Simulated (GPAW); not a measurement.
# MgO2 (R-3m) in GPAW: equation of state

Aim: energy against volume of MgO2 in PBEsol, for its equilibrium volume and stiffness.

All numbers are computed with GPAW 26.7.0; they aren't measurements. Logs are shortened: lines on timing, memory, paths and dates and some standing lists are left out, and cuts for length are marked. The log counts tension as positive stress, the text compression.

### 1 The structure

Symmetry: R-3m, No. 166, trigonal system. The conventional cell has a = 3.210 Å, b = 3.210 Å, c = 10.482 Å, α = 90.00°, β = 90.00°, γ = 120.00°. Around Mg (site symmetry -3m) lie 6 O at 2.11 Å. O (site symmetry 3m) has 1 O at 1.49 Å as nearest neighbours.

The cell comes from a database or a generator and needn't be the stable form of this composition.

### 2 Equation of state, PBEsol

run.py

```python
from ase import Atoms
from ase.eos import EquationOfState
from ase.io import Trajectory
from ase.units import GPa
from ase.parallel import parprint
from gpaw import GPAW, PW, setup_paths

setup_paths.insert(0, '.')

atoms = Atoms(['Mg', 'O', 'O'],
              cell=[[1.604761016, 0.9265092046, 3.4939788749],
                    [-1.604761016, 0.9265092046, 3.4939788749],
                    [0.0, -1.8530184092, 3.4939788749]],
              scaled_positions=[[0.0, 0.0, 0.0],
                                [0.571214, 0.571214, 0.571214],
                                [0.428786, 0.428786, 0.428786]],
              pbc=True)

traj = Trajectory('eos.traj', 'w')
volumes, energies = [], []
for x in [0.94, 0.96, 0.98, 1.0, 1.02, 1.04, 1.06]:
    a = atoms.copy()
    a.set_cell(atoms.cell * x**(1 / 3), scale_atoms=True)
    calc = GPAW(mode=PW(800),
                xc='PBEsol',
                kpts={'size': (10, 10, 10), 'gamma': True},
                occupations={'name': 'fermi-dirac', 'width': 0.05},
                nbands=21,
                convergence={'density': 1e-05, 'energy': 1e-05},
                maxiter=150,
                txt=f'eos-{x:.2f}.txt')
    a.calc = calc
    energies.append(a.get_potential_energy(force_consistent=True))
    volumes.append(a.get_volume())
    p = -a.get_stress()[:3].mean() / GPa
    calc.write(f'eos-{x:.2f}.gpw')
    traj.write(a)
    parprint(f'{x:.2f} {volumes[-1]:10.4f} A^3 {energies[-1]:14.6f} eV {p:9.3f} GPa', flush=True)

v0, e0, B = EquationOfState(volumes, energies, eos='birchmurnaghan').fit()
parprint(f'V0 = {v0:.4f} A^3, E0 = {e0:.6f} eV, B0 = {B / GPa:.2f} GPa')
```

Potentials or basis: PAW data sets generated in the run's folder for this functional, pw.

On the command line:

```console
$ gpaw-setup -f PBEsol Mg O
$ OMP_NUM_THREADS=1 mpirun -n 4 gpaw python run.py
```

The program printed:

```text
__  _  _
 | _ |_)|_||  |
 |__||  | ||/\| - 26.7.0

Input parameters:
  mode=PW(ecut=800.0),
  convergence={'density': 1e-05, 'energy': 1e-05},
  kpts=MonkhorstPack(size=(10, 10, 10), gamma=True),
  maxiter=150,
  nbands=21,
  occupations=Occupations(name='fermi-dirac', width=0.05),
  xc=XC(name='PBEsol')

Diagonalizing LCAO Hamiltonian
Converting LCAO to pw mode

       O

       O

       Mg

Atoms  # Å, Bohr magnetons
|   | symbol |         x |         y |        z |    initial magnetic moments |
|---|--------|-----------|-----------|----------|-----------------------------|
| 0 |     Mg |  0.000000 |  0.000000 | 0.000000 | ( 0.0000,  0.0000,  0.0000) |
| 1 |      O |  0.000000 | -0.000000 | 5.865202 | ( 0.0000,  0.0000,  0.0000) |
| 2 |      O | -0.000000 | -0.000000 | 4.402757 | ( 0.0000,  0.0000,  0.0000) |

Unit cell  # Å
| periodic |         x |         y |        z |  lengths |    angles |
|----------|-----------|-----------|----------|----------|-----------|
|      yes |  1.572002 |  0.907596 | 3.422653 | 3.874206 | 47.877643 |
|      yes | -1.572002 |  0.907596 | 3.422653 | 3.874206 | 47.877643 |
|      yes |  0.000000 | -1.815191 | 3.422653 | 3.874206 | 47.877643 |

Number of symmetries: 12
Symmetry operations  # r_c * U_cc + t_c -> r_c
|    | kind |            matrix            |
|----|------|------------------------------|
|  0 |  E   |  1, 0, 0,  0, 1, 0,  0, 0, 1 |
|  1 |  σ   |  1, 0, 0,  0, 0, 1,  0, 1, 0 |
|  2 |  σ   |  0, 1, 0,  1, 0, 0,  0, 0, 1 |
|  3 |  C3  |  0, 1, 0,  0, 0, 1,  1, 0, 0 |
|  4 |  C3  |  0, 0, 1,  1, 0, 0,  0, 1, 0 |
|  5 |  σ   |  0, 0, 1,  0, 1, 0,  1, 0, 0 |
|  6 |  C2  |  0, 0,-1,  0,-1, 0, -1, 0, 0 |
|  7 |  S6  |  0, 0,-1, -1, 0, 0,  0,-1, 0 |
|  8 |  S6  |  0,-1, 0,  0, 0,-1, -1, 0, 0 |
|  9 |  C2  |  0,-1, 0, -1, 0, 0,  0, 0,-1 |
| 10 |  C2  | -1, 0, 0,  0, 0,-1,  0,-1, 0 |
| 11 |  i   | -1, 0, 0,  0,-1, 0,  0, 0,-1 |

BZ-sampling:
  Number of BZ points: 1000
  Number of IBZ points: 116

  Monkhorst-Pack size: [10, 10, 10]
  Monkhorst-Pack shift: [0.05, 0.05, 0.05]

K-points  # in reciprocal-cell coordinates
|     |                                coordinates |     weight |
|-----|--------------------------------------------|------------|
|   0 | (  0.00000000,   0.00000000,   0.00000000) | 0.00100000 |
|   1 | (  0.10000000,   0.00000000,  -0.10000000) | 0.00600000 |
|   2 | (  0.10000000,   0.00000000,   0.00000000) | 0.00600000 |
|   3 | (  0.10000000,   0.10000000,  -0.10000000) | 0.00600000 |
|   4 | (  0.10000000,   0.10000000,   0.00000000) | 0.00600000 |
|   5 | (  0.10000000,   0.10000000,   0.10000000) | 0.00200000 |
|   6 | (  0.20000000,  -0.10000000,  -0.10000000) | 0.00600000 |
|   7 | (  0.20000000,   0.00000000,  -0.20000000) | 0.00600000 |
|   8 | (  0.20000000,   0.00000000,  -0.10000000) | 0.01200000 |
|   9 | (  0.20000000,   0.00000000,   0.00000000) | 0.00600000 |
| ... |                                            |            |
| 115 | (  0.50000000,   0.50000000,   0.50000000) | 0.00100000 |

Plane wave coefficients: 1526
Cutoff: 800.0 eV

Spin-components: 1 (collinear spins)
Bands:           21
Projectors:      15
Spin-degeneracy: 2
Datatype:        complex128

Parallelization:
  kpt:    4
  domain: 1
  band:   1

Density:
  Valence electrons: 22.0
  Components: 1
  Grid points: [27 27 27]
  Charge: 0.0  # |e|

Potential:
  Grid points: [27 27 27]

species:
  Mg:
    name:    Magnesium
    Z:       12.0
    valence: 10
    core:    2
    charge:  0.0  # [|e|]
    compensation charges:
      type: gauss
      rc: 0.33  # [Å]
      lmax: 2
    cutoffs:
      filter: 1.86  # [Å]
      core: 0.54  # [Å]
    projectors
    | kind |    occ | energy [eV] | rcut [Å] |
    |------|--------|-------------|----------|
    |   2s |  2.000 |     -79.588 |    1.090 |
    |   3s |  2.000 |      -4.679 |    1.090 |
    |   2p |  6.000 |     -46.550 |    1.085 |
    |   3p |  0.000 |      -1.306 |    1.085 |
    |    d |        |       0.000 |    1.037 |

    Using partial waves for Mg as LCAO basis

  O:
    name:    Oxygen
    Z:       8.0
    valence: 6
    core:    2
    charge:  0.0  # [|e|]
    compensation charges:
      type: gauss
      rc: 0.21  # [Å]
      lmax: 2
    cutoffs:
      filter: 1.17  # [Å]
      core: 0.83  # [Å]
    projectors
    | kind |    occ | energy [eV] | rcut [Å] |
    |------|--------|-------------|----------|
    |   2s |  2.000 |     -23.808 |    0.688 |
    |   2p |  4.000 |      -8.972 |    0.598 |
    |    s |        |       3.404 |    0.688 |
    |    p |        |      18.239 |    0.598 |
    |    d |        |       0.000 |    0.619 |

    Using partial waves for O as LCAO basis

Reference energy: -9505.619204  # eV

eigensolver:
  PPCG
  Converge bands: occupied
  niter=2

density mixing:
  MSR1-Mixer
  Pratt-step length: 0.05
  Maximum mixing coefficient: 0.75
  Old densities: 10
  SVD Regularization: 0.005
  Good broyden scale: 1.0
  Trust region scale: 1.0
  Backstep threshold: 4.0
  History deletion threshold: 6.0
  Fourier metric: weight=20.0, sigma=0.015

occupation numbers:
  Fermi-Dirac:
    width: 0.0500  # eV

poisson solver:
  ecut: 6400.0  # eV

xc functional:
  name: PBEsol with 2 nearest neighbor stencil

convergence criteria:
- Maximum integral of absolute [dens]ity change: 1e-05 electrons / valence electron
- Maximum [total energy] change in last 3 cyles: 1e-05 eV / valence electron
- Maximum integral of absolute [eigenst]ate change: 4e-08 eV^2 / valence electron
maximum number of iterations: 150

SCF iterations
|iter     | |      energy | eigst |  dens |
|---------|-|-------------|-------|-------|
|iter:   1| |  -18.964140 | +0.15 |       |
|iter:   2| |  -18.724100 | -2.24 | -0.99 |
|iter:   3| |  -17.720261 | -1.42 | -1.03 |
|iter:   4| |  -17.709323 | -2.95 | -1.64 |
|iter:   5| |  -17.709201 | -3.65 | -2.12 |
|iter:   6| |  -17.709305c| -5.59 | -2.91 |
|iter:   7| |  -17.709324c| -6.29 | -3.39 |
|iter:   8| |  -17.709324c| -8.38c| -4.48 |
|iter:   9| |  -17.709324c| -7.95c| -4.93 |
|iter:  10| |  -17.709324c| -8.98c| -5.97c|

Converged in 10 steps
Energy contributions relative to reference atoms: (reference = -9505.619204)

Energy contributions:
  Kinetic:          19.586162
  Coulomb:         -17.273888
  Zero:              0.410150
  External:          0.000000
  Xc:              -20.431748
  Entropy:          -0.000000
  Spinorbit:         0.000000
  ----------------------------
  Free energy:     -17.709324
  Extrapolated:    -17.709324

dipole moment: (0.000000, -0.000000, -14.727646)  # |e|*Ang

Fermi level: 5.607
Eigenvalues  # (at kpt = [0.000, 0.000, 0.000])
| band index |      eig [eV] | occ [0-2] |
|------------|---------------|-----------|
|          0 |       -68.488 |     2.000 |
|        ... |               |           |
|          3 |       -35.450 |     2.000 |
|          4 |       -17.187 |     2.000 |
|          5 |        -9.836 |     2.000 |
|          6 |        -3.536 |     2.000 |
|          7 |         1.031 |     2.000 |
|          8 |         1.031 |     2.000 |
[... 8 lines left out ...]
|         17 |        21.734 |     0.000 |
|         18 |        21.734 |     0.000 |
|        ... |               |           |
|         20 |        27.253 |     0.000 |

Gap: 2.642 eV
Transition (v -> c):
  (s=0, k=115, n=10, [0.50, 0.50, 0.50]) -> (s=0, k=115, n=11, [0.50, 0.50, 0.50])
No difference between direct/indirect transitions

Stress tensor  # eV/Ang^3
|         x |         y |         z |
|-----------|-----------|-----------|
| -0.021602 | -0.000000 | -0.000000 |
|  0.000000 | -0.021602 | -0.000000 |
| -0.000000 | -0.000000 | -0.034099 |

# Writing to eos-0.94.gpw (mode='')
```

Run time: 3.5 min. Hardware: 4 MPI ranks of Arm Neoverse V1, shared host; peak memory 0.32 GiB.

Results:

```
Equilibrium volume                        : 10.05 Å³/atom
Bulk modulus at fixed shape and positions : 140 GPa
Pressure derivative of the bulk modulus   : 4.1
```

Energy against volume, from the lowest point:
```tsv
volume (Å³/atom)	energy (meV/atom)
9.766	3.47
9.974	0.00
10.182	0.46
10.390	4.43
10.598	11.58
10.805	21.60
11.013	34.18
```

Caveat: the cell was scaled at fixed shape and fractional positions, which overstates the stiffness of a crystal with free parameters, most of all of layers and chains.
